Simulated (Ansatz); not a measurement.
# ZrSe2: the cost of one run

Method: DFT r²SCAN, frozen-core PAW, scalar-relativistic unless said, in Ansatz 0.2.0.

The COD entry's cell or inner coordinates are ideal or old and differ from later refinements, so a difference from it is no clean test against experiment.

## (1) The system as given

The structure is trigonal, space group P-3m1 (No. 164). The conventional cell has a = 3.798 Å, b = 3.798 Å, c = 6.192 Å, α = 90.00°, β = 90.00°, γ = 120.00°. Zr (site symmetry -3m) has 6 Se at 2.68 Å as nearest neighbours. Se (site symmetry 3m) has 3 Zr at 2.68 Å as nearest neighbours.

As a file:

```xyz
3
Lattice="3.7980 0.0000 0.0000 -1.8990 3.2892 0.0000 0.0000 0.0000 6.1920" Properties=species:S:1:pos:R:3 pbc="T T T"
Zr    0.0000    0.0000    0.0000
Se    0.0000    2.1928    1.5480
Se    1.8990    1.0964    4.6440
```

Cartesian axes are those of the input's lattice vectors. The structure goes back to a database entry.

## (2) Cell and atoms relaxed, PAW

input.yaml reads:

```yaml
crystal:
  lattice:
    - [3.79800000001, 0.0, 0.0]
    - [-1.89900000001, 3.28916448358, 0.0]
    - [0.0, 0.0, 6.192]
  atoms:
    - { symbol: Zr, position: [0.0, 0.0, 0.0] }
    - { symbol: Se, position: [0.333333333333, 0.666666666667, 0.25] }
    - { symbol: Se, position: [0.666666666667, 0.333333333333, 0.75] }
kpoints:
  mp_grid: { grid: [10, 10, 6] }
scf:
  occupations: { method: fermi_dirac, width: 0.05 }
hamiltonian:
  xc: r2scan
  pseudopotentials: { kind: paw }
relax:
  f_tol: 0.002
  max_steps: 80
  cell: {}
output:
  forces: true
  stress: true
  write_density: true
  write_potential: true
  elf: true
  volumetric_format: npy
```

On the command line:

```bash
$ ansatz run input.yaml --threads 2 --pin off --max-ram 6144MiB --backend cpu --events-out ev --progress --plain --runs-dir out
```

**Question.** How long does this run take on 2 threads of Arm Neoverse V1, shared host, and how much memory does it need?

About 59 s, with a peak of 0.68 GiB.
